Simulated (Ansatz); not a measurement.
## How far is PAW off for CdS?

```
CELL_PARAMETERS angstrom
0.00000 2.91352 2.94295
2.91352 0.00000 2.94295
2.91352 2.91352 0.00000
ATOMIC_POSITIONS crystal
Cd 0.00000 0.00000 0.00000
S 0.75000 0.75000 0.75000
```

Atom numbers follow the list: Cd1, S2.

Structure from Materials Project entry mp-2469 (possibly hypothetical), not relaxed further. The listed cell was then made from it by scaling, straining or moving an atom.

All numbers are computed: DFT, PBE, PAW with Ansatz's default frozen-core files, scalar-relativistic (Ansatz 0.2.0); DFT, PBE, all-electron LAPW, scalar-relativistic (Ansatz 0.2.0).

For PAW: a Γ-centred 7×7×7 k mesh, Fermi–Dirac smearing of 0.02 eV, cutoff 420 eV, no spin polarisation. LAPW targets a basis error of 0.5 meV/atom. The Ansatz runs share mesh, smearing and spin set-up. Plane-wave (PAW) pressures include the program's estimate of the Pulay term.

Stress and pressure are positive in compression.

The change that made this cell: equal xx and yy strain of -1 %.

PAW results:

```
       quantity    PAW
 pressure (GPa)   2.39
stress xx (GPa)   2.45
stress zz (GPa)   2.27
  band gap (eV)  1.120
```

Problem. What does all-electron LAPW give for the same quantities?

Solution. 
```
       quantity   LAPW
 pressure (GPa)   2.42
stress xx (GPa)   2.48
stress zz (GPa)   2.31
  band gap (eV)  1.120
```
